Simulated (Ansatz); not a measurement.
# WS2: the cost of one run

Program: Ansatz 0.2.0. Level of theory: DFT PBE+D3(BJ), scalar-relativistic, plane waves, PAW. These are calculated values, not measurements.

2 further runs of the same task are left out: 2 set aside as unsound or not needed.

## (1) The structure to begin with

The structure is hexagonal, space group P-6m2 (No. 187). The conventional cell has a = 3.160 Å, b = 3.160 Å, c = 16.939 Å, α = 90.00°, β = 90.00°, γ = 120.00°. W (site symmetry -6m2) is surrounded by 6 S at 2.41 Å. S (site symmetry 3m) has 3 W at 2.41 Å as nearest neighbours.

Structure file:

```
W S
1.0
     3.15972    0.00000    0.00000
    -1.57986    2.73639    0.00000
     0.00000    0.00000   16.93947
W S
1 2
Direct
  0.33333 0.66667 0.00000
  0.66667 0.33333 0.90696
  0.66667 0.33333 0.09304
```

It goes back to an entry of the Materials Project, which need not be the stable form.

It is the result of an earlier relaxation at this level (volume 48.82 Å³/atom; gap on the mesh: 1.92 eV).

The host's static dielectric tensor, from an earlier linear-response run, has a mean of 4.22.

## (2) Reference: the perfect crystal in the supercell

The input, input.yaml:

```yaml
crystal:
  lattice:
    - [12.6388667674, 0.0, 0.0]
    - [-6.3194333837, -10.9455796956, 0.0]
    - [0.0, 0.0, -16.9394672175]
  atoms:
    - { symbol: W, position: [0.9166666667, 0.5833333333, 0.0] }
    - { symbol: W, position: [0.1666666667, 0.5833333333, 0.0] }
    - { symbol: W, position: [0.9166666667, 0.3333333333, 0.0] }
    - { symbol: W, position: [0.4166666667, 0.5833333333, 0.0] }
    - { symbol: W, position: [0.1666666667, 0.3333333333, 0.0] }
    - { symbol: W, position: [0.9166666667, 0.0833333333, 0.0] }
    - { symbol: W, position: [0.6666666667, 0.5833333333, 0.0] }
    - { symbol: W, position: [0.4166666667, 0.3333333333, 0.0] }
    - { symbol: W, position: [0.1666666667, 0.0833333333, 0.0] }
    - { symbol: W, position: [0.9166666667, 0.8333333333, 0.0] }
    - { symbol: W, position: [0.6666666667, 0.3333333333, 0.0] }
    - { symbol: W, position: [0.4166666667, 0.0833333333, 0.0] }
    - { symbol: W, position: [0.1666666667, 0.8333333333, 0.0] }
    - { symbol: W, position: [0.6666666667, 0.0833333333, 0.0] }
    - { symbol: W, position: [0.4166666667, 0.8333333333, 0.0] }
    - { symbol: W, position: [0.6666666667, 0.8333333333, 0.0] }
    - { symbol: S, position: [0.0833333333, 0.6666666667, 0.0930373794] }
    - { symbol: S, position: [0.3333333333, 0.6666666667, 0.0930373794] }
    - { symbol: S, position: [0.0833333333, 0.4166666667, 0.0930373794] }
    - { symbol: S, position: [0.5833333333, 0.6666666667, 0.0930373794] }
    - { symbol: S, position: [0.3333333333, 0.4166666667, 0.0930373794] }
    - { symbol: S, position: [0.0833333333, 0.1666666667, 0.0930373794] }
    - { symbol: S, position: [0.8333333333, 0.6666666667, 0.0930373794] }
    - { symbol: S, position: [0.5833333333, 0.4166666667, 0.0930373794] }
    - { symbol: S, position: [0.3333333333, 0.1666666667, 0.0930373794] }
    - { symbol: S, position: [0.0833333333, 0.9166666667, 0.0930373794] }
    - { symbol: S, position: [0.8333333333, 0.4166666667, 0.0930373794] }
    - { symbol: S, position: [0.5833333333, 0.1666666667, 0.0930373794] }
    - { symbol: S, position: [0.3333333333, 0.9166666667, 0.0930373794] }
    - { symbol: S, position: [0.8333333333, 0.1666666667, 0.0930373794] }
    - { symbol: S, position: [0.5833333333, 0.9166666667, 0.0930373794] }
    - { symbol: S, position: [0.8333333333, 0.9166666667, 0.0930373794] }
    - { symbol: S, position: [0.0833333333, 0.6666666667, 0.9069626206] }
    - { symbol: S, position: [0.3333333333, 0.6666666667, 0.9069626206] }
    - { symbol: S, position: [0.0833333333, 0.4166666667, 0.9069626206] }
    - { symbol: S, position: [0.5833333333, 0.6666666667, 0.9069626206] }
    - { symbol: S, position: [0.3333333333, 0.4166666667, 0.9069626206] }
    - { symbol: S, position: [0.0833333333, 0.1666666667, 0.9069626206] }
    - { symbol: S, position: [0.8333333333, 0.6666666667, 0.9069626206] }
    - { symbol: S, position: [0.5833333333, 0.4166666667, 0.9069626206] }
    - { symbol: S, position: [0.3333333333, 0.1666666667, 0.9069626206] }
    - { symbol: S, position: [0.0833333333, 0.9166666667, 0.9069626206] }
    - { symbol: S, position: [0.8333333333, 0.4166666667, 0.9069626206] }
    - { symbol: S, position: [0.5833333333, 0.1666666667, 0.9069626206] }
    - { symbol: S, position: [0.3333333333, 0.9166666667, 0.9069626206] }
    - { symbol: S, position: [0.8333333333, 0.1666666667, 0.9069626206] }
    - { symbol: S, position: [0.5833333333, 0.9166666667, 0.9069626206] }
    - { symbol: S, position: [0.8333333333, 0.9166666667, 0.9069626206] }
basis:
  ecutwfc: 420
  xc_grid: 2
kpoints:
  mp_grid: { grid: [1, 1, 1], shift: [0.0, 0.0, 0.0] }
hamiltonian:
  xc: pbe
  dispersion: d3bj
scf:
  occupations: { method: gaussian, width: 0.01 }
output:
  forces: true
  stress: true
  eigenvalues: true
```

Run with:

```sh
> ansatz run input.yaml --threads 4 --pin off --max-ram 8192MiB --backend cpu --events-out ev --progress --plain --runs-dir out
```

**Question.** How long does this run take on 4 threads of Arm Neoverse V2, shared host, and how much memory does it need?

About 11 s, with a peak of 2.2 GiB.
